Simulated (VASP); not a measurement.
# GaAs (F-43m) in VASP: notebook

The runs below take GaAs through single point, with HSE06.

Program: VASP 6.6.1. These are calculated values, not measurements. Logs are shortened: lines on timing, memory, paths and dates and some standing lists are left out, and cuts for length are marked.

## (1) The structure

It takes space group F-43m (No. 216, cubic). The conventional cell has a = 5.654 Å, b = 5.654 Å, c = 5.654 Å, α = 90.00°, β = 90.00°, γ = 90.00°. Around As (site symmetry -43m) lie 4 Ga at 2.45 Å. Ga (site symmetry -43m) has 4 As at 2.45 Å as nearest neighbours.

## (2) Single point, HSE06

Input file POSCAR:

```
GaAs
1.0
    0.0000000000      2.8268500000      2.8268500000
    2.8268500000      0.0000000000      2.8268500000
    2.8268500000      2.8268500000      0.0000000000
As Ga
1 1
Direct
    0.7500000000      0.7500000000      0.7500000000
    0.0000000000      0.0000000000      0.0000000000
```

Input file INCAR.step1:

```
  PREC = Accurate
  ENCUT = 350
  EDIFF = 1E-5
  ISMEAR = 0
  SIGMA = 0.01
  LREAL = False
  LASPH = True
  NELM = 100
  ALGO = Normal
  ISIF = 2
  LWAVE = True
  LCHARG = False
  NKRED = 1
  NBANDS = 17
  GGA = PE
```

Input file INCAR.step2:

```
  PREC = Accurate
  ENCUT = 350
  EDIFF = 1E-6
  ISMEAR = 0
  SIGMA = 0.01
  LREAL = False
  LASPH = True
  NELM = 100
  ALGO = Normal
  ISIF = 2
  LWAVE = False
  LCHARG = False
  GGA = PE
  LHFCALC = True
  HFSCREEN = 0.2
  PRECFOCK = Fast
  NKRED = 1
  NBANDS = 17
  ISTART = 1
```

Input file KPOINTS:

```
Automatic mesh
0
Gamma
  7 7 7
```

Potentials or basis: VASP PAW PBE potentials, release 64 (As, Ga_d).

Command:

```sh
$ cat potpaw_PBE.64/As/POTCAR potpaw_PBE.64/Ga_d/POTCAR > POTCAR
$ cp INCAR.step1 INCAR
$ mpirun -np 1 vasp_std > vasp.out
$ cp INCAR.step2 INCAR
$ mpirun -np 1 vasp_std > vasp.out
```

OUTCAR:

```text
PREC = Accurate
   ENCUT = 350
   EDIFF = 1E-6
   ISMEAR = 0
   LREAL = False
   LASPH = True
   NELM = 100
   ISIF = 2
   GGA = PE
   LHFCALC = True
   HFSCREEN = 0.2
   PRECFOCK = Fast
   NKRED = 1
   ISTART = 1

 Found     20 irreducible k-points:

 Following reciprocal coordinates:
            Coordinates               Weight
  0.000000  0.000000  0.000000      1.000000
  0.142857  0.000000  0.000000      8.000000
  0.285714  0.000000  0.000000      8.000000
  0.428571  0.000000  0.000000      8.000000
  0.142857  0.142857  0.000000      6.000000
  0.285714  0.142857  0.000000     24.000000
   k-points           NKPTS =     20   k-points in BZ     NKDIM =    343   number of bands    NBANDS=     17
   number of dos      NEDOS =    301   number of ions     NIONS =      2
   total plane-waves  NPLWV =  13824
   dimension x,y,z NGX =    24 NGY =   24 NGZ =   24
   dimension x,y,z NGXF=    48 NGYF=   48 NGZF=   48
   ions per type =               1   1
   NGX,Y,Z   is equivalent  to a cutoff of   9.98,  9.98,  9.98 a.u.
   NGXF,Y,Z  is equivalent  to a cutoff of  19.96, 19.96, 19.96 a.u.
 SYSTEM =  unknown system
   PREC   = accura    normal or accurate (medium, high low for compatibility)
   ISTART =      1    job   : 0-new  1-cont  2-samecut
   ICHARG =      0    charge: 1-file 2-atom 10-const
   ISPIN  =      1    spin polarized calculation?
   LNONCOLLINEAR =      F non collinear calculations
   LSORBIT =      F    spin-orbit coupling
   LASPH  =      T    aspherical Exc in radial PAW
   ENCUT  =  350.0 eV  25.72 Ry    5.07 a.u.   6.10  6.10  6.10*2*pi/ulx,y,z
   NELM   =    100;   NELMIN=  2; NELMDL=  0     # of ELM steps
   EDIFF  = 0.1E-05   stopping-criterion for ELM
   LREAL  =      F    real-space projection
   EDIFFG = 0.1E-04   stopping-criterion for IOM
   NSW    =      0    number of steps for IOM
   IBRION =     -1    ionic relax: 0-MD 1-quasi-New 2-CG
   NFREE  =      0    steps in history (QN), initial steepest desc. (CG)
   ISIF   =      2    stress and relaxation
   ISYM   =      3    0-nonsym 1-usesym 2-fastsym
   POTIM  = 0.5000    time-step for ionic-motion
   TEBEG  =    0.0;   TEEND  =   0.0 temperature during run
   PSTRESS=    0.0 pullay stress
   NELECT =      18.0000    total number of electrons
   NUPDOWN=      -1.0000    fix difference up-down
   EMIN   =  10.00;   EMAX   =-10.00  energy-range for DOS
   EFERMI =   0.00;   METHOD = LEGACY
   ISMEAR =     0;   SIGMA  =   0.01  broadening in eV -4-tet -1-fermi 0-gaus
   EFERMI_NEDOS =   21; number of points for ismear=-14 and -15
   IALGO  =     38    algorithm
   IMIX   =      1    mixing-type and parameters
     AMIX     =   0.40;   BMIX     =  1.00
     AMIX_MAG =   1.60;   BMIX_MAG =  1.00
  volume/ion in A,a.u.               =      22.59       152.44
  Fermi-wavevector in a.u.,A,eV,Ry     =   1.204628  2.276417 19.743799  1.451128
  Thomas-Fermi vector in A             =   2.340347
   LORBIT       =      0    0 simple, 1 ext, 2 COOP (PROOUT), +10 PAW based schemes
   GGA     = PE    functional components
   LHFCALC =     T    Hartree Fock is set to
   PRECFOCK=fast      Normal, Fast or Accurate (Low or Medium for compatibility)
   ENCUT4O =  -1.0   cutoff for four orbital integrals eV
   NKREDX  =     1    reduce k-point grid by
   NKREDY  =     1    reduce k-point grid by
   NKREDZ  =     1    reduce k-point grid by
   AEXX    =    0.2500 exact exchange contribution
   HFSCREEN=    0.2000 screening length (either q_TF or 0.3 A-1)
   HFSCREENC=   0.2000 screening length for correlation (either q_TF or 0.3 A-1)
   ENCUTFOCK=  -1.0 apply spherical cutoff to Coloumb kernel
   IVDW    =     0    specifies the selected vdW correction
   LEPSILON=     F    determine dielectric tensor
   LRPA    =     F    only Hartree local field effects (RPA)
 non-spin polarized calculation
 Gauss-broadening in eV      SIGMA  =   0.01
  energy-cutoff  :      350.00
  volume of cell :       45.18
 maximum number of plane-waves:       683
  NGX = 14; NGY = 14; NGZ = 14

 number of electron      18.0000029 magnetization

 Free energy of the ion-electron system (eV)
  ---------------------------------------------------
  ext. energy  EPLUGINS =         0.00000000
  ---------------------------------------------------
  free energy    TOTEN  =        -9.88233792 eV

  energy without entropy =       -9.88233792  energy(sigma->0) =       -9.88233792

 E-fermi :   3.6042     XC(G=0):  -7.9559

 val. band max:        3.4986461571   @ k =   0.0000   0.0000   0.0000
 cond. band min:       4.9220898571   @ k =   0.0000   0.0000   0.0000
 fundamental gap:      1.4234437000
 Fermi energy:         3.6041645648

 k-point     1 :       0.0000    0.0000    0.0000
  band No.  band energies     occupation
      1     -13.8653      2.00000
      2     -13.8653      2.00000
      3     -13.8653      2.00000
      4     -13.7846      2.00000
      5     -13.7846      2.00000
      6     -10.4758      2.00000
[... 9 lines left out ...]
     16      14.6112      0.00000
     17      16.0843      0.00000

 k-point     2 :       0.1429    0.0000    0.0000
  band No.  band energies     occupation
      1     -13.8761      2.00000
      2     -13.8614      2.00000
      3     -13.8614      2.00000
      4     -13.7848      2.00000
      5     -13.7848      2.00000
      6     -10.2211      2.00000
[... 9 lines left out ...]
     16      13.5890      0.00000
     17      15.3087      0.00000

 k-point     3 :       0.2857    0.0000    0.0000
  band No.  band energies     occupation
      1     -13.8989      2.00000
      2     -13.8532      2.00000
      3     -13.8532      2.00000
      4     -13.7842      2.00000
      5     -13.7842      2.00000
      6      -9.5219      2.00000
[... 9 lines left out ...]
     16      13.6835      0.00000
     17      17.3719      0.00000

 k-point     4 :       0.4286    0.0000    0.0000
  band No.  band energies     occupation
      1     -13.9166      2.00000
      2     -13.8479      2.00000
      3     -13.8478      2.00000
      4     -13.7825      2.00000
      5     -13.7825      2.00000
      6      -8.7128      2.00000
[... 9 lines left out ...]
     16      15.6053      0.00000
     17      18.0985      0.00000

 k-point     5 :       0.1429    0.1429    0.0000
  band No.  band energies     occupation
      1     -13.8836      2.00000
      2     -13.8575      2.00000
      3     -13.8575      2.00000
      4     -13.7878      2.00000
      5     -13.7826      2.00000
      6     -10.1356      2.00000
[... 9 lines left out ...]
     16      14.9598      0.00000
     17      16.8029      0.00000

 k-point     6 :       0.2857    0.1429    0.0000
  band No.  band energies     occupation
      1     -13.9022      2.00000
      2     -13.8504      2.00000
      3     -13.8488      2.00000
      4     -13.7902      2.00000
      5     -13.7809      2.00000
      6      -9.5783      2.00000
[... 9 lines left out ...]
     16      14.9891      0.00000
     17      16.9587      0.00000

 [... further k-points ...]
[... 5 lines left out ...]
  --------------------------------------------------------------------------------------
  -------------------------------------------------------------------------------------
  Total        0.2204692      0.2204692      0.2204692     -0.0000000      0.0000000     -0.0000000
  in kB        7.8184417      7.8184417      7.8184417     -0.0000000      0.0000000     -0.0000000
  external PRESSURE =       7.8184417 kB  Pullay stress =       0.0000000 kB

 VOLUME and BASIS-vectors are now :
 -----------------------------------------------------------------------------
  energy-cutoff  :      350.00
  volume of cell :       45.18
      direct lattice vectors                 reciprocal lattice vectors
     0.000000000  2.826850000  2.826850000    -0.176875321  0.176875321  0.176875321
     2.826850000  0.000000000  2.826850000     0.176875321 -0.176875321  0.176875321
     2.826850000  2.826850000  0.000000000     0.176875321  0.176875321 -0.176875321

 POSITION                                       TOTAL-FORCE (eV/Angst)
 -----------------------------------------------------------------------------------
      4.24027      4.24027      4.24027         0.000000      0.000000      0.000000
      0.00000      0.00000      0.00000        -0.000000     -0.000000     -0.000000
 -----------------------------------------------------------------------------------
    total drift:                               -0.000044     -0.000033     -0.000027

  FREE ENERGIE OF THE ION-ELECTRON SYSTEM (eV)
  ---------------------------------------------------
  free  energy   TOTEN  =        -9.8823379232 eV

  energy  without entropy=       -9.8823379232  energy(sigma->0) =       -9.88233792
```

It took 9 min on 1 thread of Intel Xeon 6975P-C (Granite Rapids), shared host; peak memory 0.26 GiB.

The run converged, but some of its settings lie outside the range that counts as converged, so its numbers aren't taken as properties of the crystal.

What came out:

```
Free energy            : -9.8823 eV
Pressure               : 0.8 GPa
Band gap on the k mesh : 1.42 eV, direct
```

Caveat: the cutoff is under 1.25 times the usual one of these potentials, so pressure, stress and relaxed cells hold a basis-set (Pulay) error; the PAW data sets were made with another functional, which shifts forces and pressure a little; an odd mesh through Γ misses points on the zone boundary, where band edges often lie.

## (3) Single point, HSE06

POSCAR is that of step 2.

Edit INCAR.step1 of step 2 so:

```diff
@@ -1,3 +1,3 @@
   PREC = Accurate
-  ENCUT = 350
+  ENCUT = 250
   EDIFF = 1E-5
```

Edit INCAR.step2 of step 2 so:

```diff
@@ -1,3 +1,3 @@
   PREC = Accurate
-  ENCUT = 350
+  ENCUT = 250
   EDIFF = 1E-6
```

Input file KPOINTS:

```
Automatic mesh
0
Gamma
  3 3 3
```

Potentials or basis: VASP PAW PBE potentials, release 64 (As, Ga_d).

Command:

```sh
$ cat potpaw_PBE.64/As/POTCAR potpaw_PBE.64/Ga_d/POTCAR > POTCAR
$ cp INCAR.step1 INCAR
$ mpirun -np 1 vasp_std > vasp.out
$ cp INCAR.step2 INCAR
$ mpirun -np 1 vasp_std > vasp.out
```

It took 15 s on 1 thread of Intel Xeon 6975P-C (Granite Rapids), shared host; peak memory 0.23 GiB.

The run converged, but a check on its numbers failed (symmetry, net force, bounds or a known fault of this set-up), so they aren't taken as properties of the crystal.

Caveat: the k mesh is coarse (spacing up to 0.64 Å⁻¹), so the values aren't converged, least of all with exact exchange; the cutoff lies under the usual one of these potentials, so the numbers hold a large basis-set error; the PAW data sets were made with another functional, which shifts forces and pressure a little.

## (4) Single point, HSE06

POSCAR is that of step 3.

Edit INCAR.step1 of step 3 so:

```diff
@@ -1,3 +1,3 @@
   PREC = Accurate
-  ENCUT = 250
+  ENCUT = 300
   EDIFF = 1E-5
```

Edit INCAR.step2 of step 3 so:

```diff
@@ -1,3 +1,3 @@
   PREC = Accurate
-  ENCUT = 250
+  ENCUT = 300
   EDIFF = 1E-6
```

KPOINTS is that of step 3.

Command:

```sh
$ cat potpaw_PBE.64/As/POTCAR potpaw_PBE.64/Ga_d/POTCAR > POTCAR
$ cp INCAR.step1 INCAR
$ mpirun -np 1 vasp_std > vasp.out
$ cp INCAR.step2 INCAR
$ mpirun -np 1 vasp_std > vasp.out
```

It took 18 s on 1 thread of Intel Xeon 6975P-C (Granite Rapids), shared host; peak memory 0.23 GiB.

The run converged, but some of its settings lie outside the range that counts as converged, so its numbers aren't taken as properties of the crystal.

Results:

```yaml
Free_energy: -9.3700 eV
Band_gap_on_the_k_mesh: 1.59 eV, direct
```

Caveat: the k mesh is coarse (spacing up to 0.64 Å⁻¹), so the values aren't converged, least of all with exact exchange; the cutoff is under 1.25 times the usual one of these potentials, so pressure, stress and relaxed cells hold a basis-set (Pulay) error; the PAW data sets were made with another functional, which shifts forces and pressure a little.

## (5) Single point, HSE06

POSCAR is that of step 4.

Edit INCAR.step1 of step 4 so:

```diff
@@ -1,3 +1,3 @@
   PREC = Accurate
-  ENCUT = 300
+  ENCUT = 400
   EDIFF = 1E-5
```

Edit INCAR.step2 of step 4 so:

```diff
@@ -1,3 +1,3 @@
   PREC = Accurate
-  ENCUT = 300
+  ENCUT = 400
   EDIFF = 1E-6
```

KPOINTS is that of step 4.

Command:

```sh
$ cat potpaw_PBE.64/As/POTCAR potpaw_PBE.64/Ga_d/POTCAR > POTCAR
$ cp INCAR.step1 INCAR
$ mpirun -np 1 vasp_std > vasp.out
$ cp INCAR.step2 INCAR
$ mpirun -np 1 vasp_std > vasp.out
```

Wall time 23 s (1 thread of Intel Xeon 6975P-C (Granite Rapids), shared host); peak memory 0.25 GiB.

The run converged, but some of its settings lie outside the range that counts as converged, so its numbers aren't taken as properties of the crystal.

What came out:

| Item | Value |
| --- | --- |
| Free energy | -9.3717 eV |
| Pressure | 1.9 GPa |
| Band gap on the k mesh | 1.59 eV, direct |

Caveat: the k mesh is coarse (spacing up to 0.64 Å⁻¹), so the values aren't converged, least of all with exact exchange; the PAW data sets were made with another functional, which shifts forces and pressure a little.

## (6) Single point, HSE06

POSCAR is that of step 5.

Edit INCAR.step1 of step 5 so:

```diff
@@ -1,3 +1,3 @@
   PREC = Accurate
-  ENCUT = 400
+  ENCUT = 350
   EDIFF = 1E-5
```

Edit INCAR.step2 of step 5 so:

```diff
@@ -1,3 +1,3 @@
   PREC = Accurate
-  ENCUT = 400
+  ENCUT = 350
   EDIFF = 1E-6
```

Input file KPOINTS:

```
Automatic mesh
0
Gamma
  4 4 4
```

Potentials or basis: VASP PAW PBE potentials, release 64 (As, Ga_d).

Command:

```sh
$ cat potpaw_PBE.64/As/POTCAR potpaw_PBE.64/Ga_d/POTCAR > POTCAR
$ cp INCAR.step1 INCAR
$ mpirun -np 1 vasp_std > vasp.out
$ cp INCAR.step2 INCAR
$ mpirun -np 1 vasp_std > vasp.out
```

OUTCAR:

```text
PREC = Accurate
   ENCUT = 350
   EDIFF = 1E-6
   ISMEAR = 0
   LREAL = False
   LASPH = True
   NELM = 100
   ISIF = 2
   GGA = PE
   LHFCALC = True
   HFSCREEN = 0.2
   PRECFOCK = Fast
   NKRED = 1
   ISTART = 1

 Found      8 irreducible k-points:

 Following reciprocal coordinates:
            Coordinates               Weight
  0.000000  0.000000  0.000000      1.000000
  0.250000  0.000000  0.000000      8.000000
  0.500000  0.000000  0.000000      4.000000
  0.250000  0.250000  0.000000      6.000000
  0.500000  0.250000  0.000000     24.000000
 -0.250000  0.250000  0.000000     12.000000
   k-points           NKPTS =      8   k-points in BZ     NKDIM =     64   number of bands    NBANDS=     17
   number of dos      NEDOS =    301   number of ions     NIONS =      2
   total plane-waves  NPLWV =  13824
   dimension x,y,z NGX =    24 NGY =   24 NGZ =   24
   dimension x,y,z NGXF=    48 NGYF=   48 NGZF=   48
   ions per type =               1   1
   NGX,Y,Z   is equivalent  to a cutoff of   9.98,  9.98,  9.98 a.u.
   NGXF,Y,Z  is equivalent  to a cutoff of  19.96, 19.96, 19.96 a.u.
 SYSTEM =  unknown system
   PREC   = accura    normal or accurate (medium, high low for compatibility)
   ISTART =      1    job   : 0-new  1-cont  2-samecut
   ICHARG =      0    charge: 1-file 2-atom 10-const
[... 57 lines left out ...]
  ext. energy  EPLUGINS =         0.00000000
  ---------------------------------------------------
  free energy    TOTEN  =        -9.73747881 eV

  energy without entropy =       -9.73747881  energy(sigma->0) =       -9.73747881

 E-fermi :   3.5978     XC(G=0):  -7.9353

 val. band max:        3.5089762469   @ k =   0.0000   0.0000   0.0000
 cond. band min:       4.9972754652   @ k =   0.0000   0.0000   0.0000
 fundamental gap:      1.4882992183
 Fermi energy:         3.5977558250

 k-point     1 :       0.0000    0.0000    0.0000
  band No.  band energies     occupation
      1     -13.8719      2.00000
      2     -13.8719      2.00000
      3     -13.8719      2.00000
      4     -13.7913      2.00000
      5     -13.7912      2.00000
      6     -10.4321      2.00000
[... 97 lines left out ...]
      4     -13.7931      2.00000
      5     -13.7915      2.00000
      6      -8.6456      2.00000
[... 9 lines left out ...]
     16      17.4260      0.00000
     17      17.9255      0.00000

 [... further k-points ...]
[... 5 lines left out ...]
  --------------------------------------------------------------------------------------
  -------------------------------------------------------------------------------------
  Total        0.3045189      0.3045189      0.3045189      0.0000000      0.0000000      0.0000000
  in kB       10.7990749     10.7990749     10.7990749      0.0000000      0.0000000      0.0000000
  external PRESSURE =      10.7990749 kB  Pullay stress =       0.0000000 kB

 VOLUME and BASIS-vectors are now :
 -----------------------------------------------------------------------------
  energy-cutoff  :      350.00
  volume of cell :       45.18
      direct lattice vectors                 reciprocal lattice vectors
     0.000000000  2.826850000  2.826850000    -0.176875321  0.176875321  0.176875321
     2.826850000  0.000000000  2.826850000     0.176875321 -0.176875321  0.176875321
     2.826850000  2.826850000  0.000000000     0.176875321  0.176875321 -0.176875321

 POSITION                                       TOTAL-FORCE (eV/Angst)
 -----------------------------------------------------------------------------------
      4.24027      4.24027      4.24027         0.000000      0.000000      0.000000
      0.00000      0.00000      0.00000        -0.000000     -0.000000     -0.000000
 -----------------------------------------------------------------------------------
    total drift:                               -0.000093     -0.000092     -0.000066

  FREE ENERGIE OF THE ION-ELECTRON SYSTEM (eV)
  ---------------------------------------------------
  free  energy   TOTEN  =        -9.7374788125 eV

  energy  without entropy=       -9.7374788125  energy(sigma->0) =       -9.73747881
```

OUTCAR.step1:

```text
PREC = Accurate
   ENCUT = 350
   EDIFF = 1E-5
   ISMEAR = 0
   LREAL = False
[... 233 lines left out ...]
      4.24027      4.24027      4.24027        -0.000000     -0.000000     -0.000000
      0.00000      0.00000      0.00000         0.000000      0.000000      0.000000
 -----------------------------------------------------------------------------------
    total drift:                               -0.000008     -0.000008     -0.000007

  FREE ENERGIE OF THE ION-ELECTRON SYSTEM (eV)
  ---------------------------------------------------
  free  energy   TOTEN  =        -8.0729486474 eV

  energy  without entropy=       -8.0729486474  energy(sigma->0) =       -8.07294865
```

Run time: 49 s. Hardware: 1 thread of Intel Xeon 6975P-C (Granite Rapids), shared host; peak memory 0.24 GiB.

These settings aren't checked as converged: the numbers below hold their error.

Results:

| Quantity | Value |
| --- | --- |
| Free energy | -9.7375 eV |
| Pressure | 1.1 GPa |
| Band gap on the k mesh | 1.49 eV, direct |

Caveat: the k mesh is coarse (spacing up to 0.48 Å⁻¹), so the values aren't converged, least of all with exact exchange; the cutoff is under 1.25 times the usual one of these potentials, so pressure, stress and relaxed cells hold a basis-set (Pulay) error; the PAW data sets were made with another functional, which shifts forces and pressure a little.

## (7) The reference run

An earlier run on the cell as given: functional PBEsol; potentials or basis VASP PAW PBE potentials, release 64 (As, Ga_d); cutoff 520 eV; k mesh 8 × 8 × 8; occupations fermi-dirac, width 0.05 eV; no spin polarisation.

- Pressure: 0.3 GPa
- Band gap on the k mesh: 0.46 eV, direct
